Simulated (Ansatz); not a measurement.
# AlN: what symmetry allows forces and stress to be

```
Al N
1.0
     0.00000    2.14253    2.14253
     2.10184    0.04069    2.10184
     2.14253    2.14253    0.00000
Al N
1 1
Cartesian
  2.2699 2.0152 2.2699
  -0.1477 0.1477 -0.1477
```

These are results of DFT PBE, scalar-relativistic, plane waves, PAW in Ansatz 0.2.0, not measurements.

Settings: cutoff 420 eV, Γ-centred mesh 10×10×10 on the computed 2-atom cell, Gaussian smearing of 0.02 eV; no spin polarisation.

This distorted cell has space group R3m, with 6 operations.

Task: Without a calculation: in which directions can each atom feel a force?

Result: A force must be left unchanged by every operation that keeps its atom in place, so it lies in the space that those operations leave fixed. Atoms that the group maps onto each other feel forces of one size.
```json
{"atom": "Al1", "site symmetry": "3m", "operations at the site": "6", "equivalent to atom": "1", "allowed force (Cartesian)": "along (-0.58, 0.58, -0.58)"}
{"atom": "N2", "site symmetry": "3m", "operations at the site": "6", "equivalent to atom": "2", "allowed force (Cartesian)": "along (-0.58, 0.58, -0.58)"}
```

That leaves 2 independent force components of 6, tied by 1 condition that the forces sum to zero, so 1 remains. A relaxation in this cell that keeps the symmetry moves the atoms in these directions alone.

Task: And the stress tensor?

Result: It must be invariant under the point group, which leaves 2 independent components: xx = yy, xx = zz, yy = zz, yz = xy. Further linear relations between components hold in this frame.

Task: Do the computed values obey this?

Result: Yes. Forces (eV/Å):
```
Al1 -0.712  0.712 -0.712
N2   0.712 -0.712  0.712
```

Stress (GPa, compression positive, xx yy zz yz xz xy): -1.60 -1.60 -1.60 -4.10 4.10 -4.10. The program imposes the same operations on density, forces and stress, so this confirms the analysis and is no independent test of the calculation.

This rock-salt form isn't the usual stable structure of the compound.